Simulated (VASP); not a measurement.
# Al2O3 (P-6m2) in VASP: further runs

Runs on Al2O3. Level: PBE. Tasks: single point.

Everything below comes from runs of VASP 6.6.1. Logs are shortened: lines on timing, memory, paths and dates and some standing lists are left out, and cuts for length are marked.

**1. Starting point**

The structure is hexagonal, space group P-6m2 (No. 187). The conventional cell has a = 2.884 Å, b = 2.884 Å, c = 9.337 Å, α = 90.00°, β = 90.00°, γ = 120.00°. Al (site symmetry 3m) has 3 O at 1.80 Å as nearest neighbours. O (site symmetry 3m) has 3 Al at 1.80 Å as nearest neighbours. O (site symmetry -6m2) has 6 Al at 2.18 Å as nearest neighbours.

Measurements of this composition are mostly on another form, of space group No. 167.

**2. Single point, PBE**

INCAR reads:

```
  ADDGRID = False
  ALGO = Normal
  EDIFF = 1E-7
  ENCUT = 400
  GGA = PE
  ISIF = 2
  ISMEAR = -5
  LASPH = True
  LCHARG = False
  LREAL = False
  LWAVE = False
  NELM = 100
  PREC = Accurate
  SIGMA = 0.05
```

KPOINTS reads:

```
k-points
0
Gamma
  11 11 3
```

POSCAR reads:

```
Al2O3
1.0
    2.8843249483      0.0000000000      0.0000000000
   -1.4421624742      2.4978986780      0.0000000000
    0.0000000000      0.0000000000      9.3367544600
Al O
2 3
Direct
    0.0000000000      0.0000000000      0.8500076700
    0.0000000000      0.0000000000      0.1499923300
    0.3333333333      0.6666666667      0.7776830800
    0.6666666667      0.3333333333      0.0000000000
    0.3333333333      0.6666666667      0.2223169200
```

Potentials or basis: VASP PAW PBE potentials, release 64 (Al, O_s).

The run is started by

```console
$ cat potpaw_PBE.64/Al/POTCAR potpaw_PBE.64/O_s/POTCAR > POTCAR
$ mpirun -np 1 vasp_std > vasp.out
```

OUTCAR:

```text
EDIFF = 1E-7
   ENCUT = 400
   GGA = PE
   ISIF = 2
   ISMEAR = -5
   LASPH = True
   LREAL = False
   NELM = 100
   PREC = Accurate

 Found     32 irreducible k-points:

 Following reciprocal coordinates:
            Coordinates               Weight
  0.000000  0.000000  0.000000      1.000000
  0.090909 -0.000000  0.000000      6.000000
  0.181818 -0.000000  0.000000      6.000000
  0.272727  0.000000  0.000000      6.000000
  0.363636  0.000000  0.000000      6.000000
  0.454545 -0.000000  0.000000      6.000000
   k-points           NKPTS =     32   k-points in BZ     NKDIM =     32   number of bands    NBANDS=     16
   number of dos      NEDOS =    301   number of ions     NIONS =      5
   total plane-waves  NPLWV =  25600
   dimension x,y,z NGX =    20 NGY =   20 NGZ =   64
   dimension x,y,z NGXF=    40 NGYF=   40 NGZF=  128
   ions per type =               2   3
   NGX,Y,Z   is equivalent  to a cutoff of  11.53, 11.53, 11.40 a.u.
   NGXF,Y,Z  is equivalent  to a cutoff of  23.06, 23.06, 22.79 a.u.
 SYSTEM =  unknown system
   PREC   = accura    normal or accurate (medium, high low for compatibility)
   ISTART =      0    job   : 0-new  1-cont  2-samecut
   ICHARG =      2    charge: 1-file 2-atom 10-const
   ISPIN  =      1    spin polarized calculation?
   LNONCOLLINEAR =      F non collinear calculations
   LSORBIT =      F    spin-orbit coupling
   LASPH  =      T    aspherical Exc in radial PAW
   ENCUT  =  400.0 eV  29.40 Ry    5.42 a.u.   4.70  4.70 15.23*2*pi/ulx,y,z
   NELM   =    100;   NELMIN=  2; NELMDL= -5     # of ELM steps
   EDIFF  = 0.1E-06   stopping-criterion for ELM
   LREAL  =      F    real-space projection
   EDIFFG = 0.1E-05   stopping-criterion for IOM
   NSW    =      0    number of steps for IOM
   IBRION =     -1    ionic relax: 0-MD 1-quasi-New 2-CG
   NFREE  =      0    steps in history (QN), initial steepest desc. (CG)
   ISIF   =      2    stress and relaxation
   ISYM   =      2    0-nonsym 1-usesym 2-fastsym
   POTIM  = 0.5000    time-step for ionic-motion
   TEBEG  =    0.0;   TEEND  =   0.0 temperature during run
   PSTRESS=    0.0 pullay stress
   NELECT =      24.0000    total number of electrons
   NUPDOWN=      -1.0000    fix difference up-down
   EMIN   =  10.00;   EMAX   =-10.00  energy-range for DOS
   EFERMI =   0.00;   METHOD = LEGACY
   ISMEAR =    -5;   SIGMA  =   0.05  broadening in eV -4-tet -1-fermi 0-gaus
   EFERMI_NEDOS =   21; number of points for ismear=-14 and -15
   IALGO  =     38    algorithm
   IMIX   =      4    mixing-type and parameters
     AMIX     =   0.40;   BMIX     =  1.00
     AMIX_MAG =   1.60;   BMIX_MAG =  1.00
  volume/ion in A,a.u.               =      13.45        90.79
  Fermi-wavevector in a.u.,A,eV,Ry     =   1.161111  2.194181 18.343074  1.348178
  Thomas-Fermi vector in A             =   2.297686
   LORBIT       =      0    0 simple, 1 ext, 2 COOP (PROOUT), +10 PAW based schemes
   GGA     = PE    functional components
   LHFCALC =     F    Hartree Fock is set to
   AEXX    =    0.0000 exact exchange contribution
   IVDW    =     0    specifies the selected vdW correction
   LEPSILON=     F    determine dielectric tensor
   LRPA    =     F    only Hartree local field effects (RPA)
 non-spin polarized calculation
 Fermi weights with tetrahedron method with Bloechl corrections
  energy-cutoff  :      400.00
  volume of cell :       67.27
 maximum number of plane-waves:      1243
 NGX is ok and might be reduce to    20
   NGX =  9   NGY =  9   NGZ = 31

 number of electron      24.0000003 magnetization

 Free energy of the ion-electron system (eV)
  ---------------------------------------------------
  ext. energy  EPLUGINS =         0.00000000
  ---------------------------------------------------
  free energy    TOTEN  =       -36.31771413 eV

  energy without entropy =      -36.31771413  energy(sigma->0) =      -36.31771413

 E-fermi :   1.1576     XC(G=0):  -8.5355

 val. band max:        1.1160037998   @ k =   0.0909   0.0909   0.0000
 cond. band min:       5.8678579793   @ k =   0.0000   0.0000   0.0000
 fundamental gap:      4.7518541796
 Fermi energy:         1.1576440960

 k-point     1 :       0.0000    0.0000    0.0000
  band No.  band energies     occupation
      1     -17.6028      2.00000
      2     -16.5754      2.00000
      3     -15.3945      2.00000
      4      -3.8466      2.00000
      5      -0.9748      2.00000
      6      -0.3680      2.00000
[... 8 lines left out ...]
     15       8.9367      0.00000
     16      10.2715      0.00000

 k-point     2 :       0.0909   -0.0000    0.0000
  band No.  band energies     occupation
      1     -17.5023      2.00000
      2     -16.5002      2.00000
      3     -15.3580      2.00000
      4      -3.7890      2.00000
      5      -1.2366      2.00000
      6      -0.5843      2.00000
[... 8 lines left out ...]
     15       9.2265      0.00000
     16      10.5487      0.00000

 k-point     3 :       0.1818   -0.0000    0.0000
  band No.  band energies     occupation
      1     -17.2144      2.00000
      2     -16.2910      2.00000
      3     -15.2655      2.00000
      4      -3.6912      2.00000
      5      -2.0949      2.00000
      6      -1.3048      2.00000
[... 8 lines left out ...]
     15       9.8853      0.00000
     16      11.2200      0.00000

 k-point     4 :       0.2727    0.0000    0.0000
  band No.  band energies     occupation
      1     -16.7832      2.00000
      2     -15.9983      2.00000
      3     -15.1668      2.00000
      4      -3.8235      2.00000
      5      -3.2246      2.00000
      6      -2.1188      2.00000
[... 8 lines left out ...]
     15      10.3526      0.00000
     16      11.5552      0.00000

 k-point     5 :       0.3636    0.0000    0.0000
  band No.  band energies     occupation
      1     -16.2921      2.00000
      2     -15.7066      2.00000
      3     -15.1342      2.00000
      4      -4.2719      2.00000
      5      -4.2024      2.00000
      6      -2.8188      2.00000
[... 8 lines left out ...]
     15      10.3458      0.00000
     16      11.7270      0.00000

 k-point     6 :       0.4545   -0.0000    0.0000
  band No.  band energies     occupation
      1     -15.8923      2.00000
      2     -15.5209      2.00000
      3     -15.2033      2.00000
      4      -4.7611      2.00000
      5      -4.6269      2.00000
      6      -3.2105      2.00000
[... 8 lines left out ...]
     15      10.2108      0.00000
     16      12.1778      0.00000

 [... further k-points ...]
[... 5 lines left out ...]
  --------------------------------------------------------------------------------------
  -------------------------------------------------------------------------------------
  Total        0.2123707      0.2123707     -0.1399934     -0.0000000      0.0000000      0.0000000
  in kB        5.0581340      5.0581340     -3.3342897     -0.0000000      0.0000000      0.0000000
  external PRESSURE =       2.2606594 kB  Pullay stress =       0.0000000 kB

 VOLUME and BASIS-vectors are now :
 -----------------------------------------------------------------------------
  energy-cutoff  :      400.00
  volume of cell :       67.27
      direct lattice vectors                 reciprocal lattice vectors
     2.884324948  0.000000000  0.000000000     0.346701574  0.200168247  0.000000000
    -1.442162474  2.497898678  0.000000000     0.000000000  0.400336494  0.000000000
     0.000000000  0.000000000  9.336754460     0.000000000  0.000000000  0.107103598

 POSITION                                       TOTAL-FORCE (eV/Angst)
 -----------------------------------------------------------------------------------
      0.00000      0.00000      7.93631        -0.000000     -0.000000     -0.062678
      0.00000      0.00000      1.40044        -0.000000     -0.000000      0.062678
     -0.00000      1.66527      7.26104         0.000000     -0.000000      0.038070
      1.44216      0.83263      0.00000        -0.000000      0.000000      0.000000
     -0.00000      1.66527      2.07572         0.000000     -0.000000     -0.038070
 -----------------------------------------------------------------------------------
    total drift:                               -0.000000      0.000000     -0.000000

  FREE ENERGIE OF THE ION-ELECTRON SYSTEM (eV)
  ---------------------------------------------------
  free  energy   TOTEN  =       -36.3177141280 eV

  energy  without entropy=      -36.3177141280  energy(sigma->0) =      -36.31771413
```

It took 32 s on 1 thread of AMD EPYC 9R45 (Zen 5), shared host; peak memory 0.14 GiB.

These settings aren't checked as converged: the numbers below hold their error.

Results:

| Item | Value |
| --- | --- |
| Free energy | -36.3177 eV |
| Pressure | 0.2 GPa |
| Largest force | 0.063 eV/Å |
| Band gap on the k mesh | 4.75 eV, indirect (least direct gap 4.99 eV) |

Caveat: an odd mesh through Γ misses points on the zone boundary, where band edges often lie.

**3. Single point, PBE**

INCAR reads:

```
  ADDGRID = False
  ALGO = Normal
  EDIFF = 1E-7
  ENCUT = 500
  GGA = PE
  ISIF = 2
  ISMEAR = 0
  LASPH = True
  LCHARG = False
  LREAL = False
  LWAVE = False
  NELM = 100
  PREC = Low
  SIGMA = 0.05
```

KPOINTS is that of step 2.

POSCAR is that of step 2.

Potentials or basis: VASP PAW PBE potentials, release 64 (Al, O_s).

The run is started by

```console
$ cat potpaw_PBE.64/Al/POTCAR potpaw_PBE.64/O_s/POTCAR > POTCAR
$ mpirun -np 1 vasp_std > vasp.out
```

Run time: 17 s. Hardware: 1 thread of AMD EPYC 9R45 (Zen 5), shared host; peak memory 0.1 GiB.

These settings aren't checked as converged: the numbers below hold their error.

Results:

- Free energy: -36.3386 eV
- Pressure: 0.2 GPa
- Largest force: 0.061 eV/Å
- Band gap on the k mesh: 4.75 eV, indirect (least direct gap 4.99 eV)

Caveat: an odd mesh through Γ misses points on the zone boundary, where band edges often lie.

**4. Single point, PBE**

INCAR: that of step 3 with these lines changed.

```diff
@@ -9,6 +9,6 @@
   LCHARG = False
-  LREAL = False
+  LREAL = Auto
   LWAVE = False
   NELM = 100
-  PREC = Low
+  PREC = Accurate
   SIGMA = 0.05
```

KPOINTS is that of step 3.

POSCAR is that of step 3.

The run is started by

```console
$ cat potpaw_PBE.64/Al/POTCAR potpaw_PBE.64/O_s/POTCAR > POTCAR
$ mpirun -np 1 vasp_std > vasp.out
```

Run time: 54 s. Hardware: 1 thread of AMD EPYC 9R45 (Zen 5), shared host; peak memory 0.16 GiB.

The run converged, but some of its settings lie outside the range that counts as converged, so its numbers aren't taken as properties of the crystal.

What came out:

- Free energy: -36.3371 eV
- Pressure: 0.2 GPa
- Largest force: 0.061 eV/Å
- Band gap on the k mesh: 4.75 eV, indirect (least direct gap 4.99 eV)

Caveat: an odd mesh through Γ misses points on the zone boundary, where band edges often lie.

**5. Single point, PBE**

INCAR: that of step 4 with these lines changed.

```diff
@@ -3,3 +3,3 @@
   EDIFF = 1E-7
-  ENCUT = 500
+  ENCUT = 400
   GGA = PE
@@ -9,3 +9,3 @@
   LCHARG = False
-  LREAL = Auto
+  LREAL = False
   LWAVE = False
```

KPOINTS reads:

```
k-points
0
Gamma
  13 13 4
```

POSCAR is that of step 4.

The run is started by

```console
$ cat potpaw_PBE.64/Al/POTCAR potpaw_PBE.64/O_s/POTCAR > POTCAR
$ mpirun -np 1 vasp_std > vasp.out
```

Run time: 54 s. Hardware: 1 thread of AMD EPYC 9R45 (Zen 5), shared host; peak memory 0.15 GiB.

These settings aren't checked as converged: the numbers below hold their error.

Results:

| Item | Value |
| --- | --- |
| Free energy | -36.3178 eV |
| Pressure | 0.2 GPa |
| Largest force | 0.063 eV/Å |
| Band gap on the k mesh | 4.75 eV, indirect (least direct gap 4.99 eV) |

Caveat: an odd mesh through Γ misses points on the zone boundary, where band edges often lie.
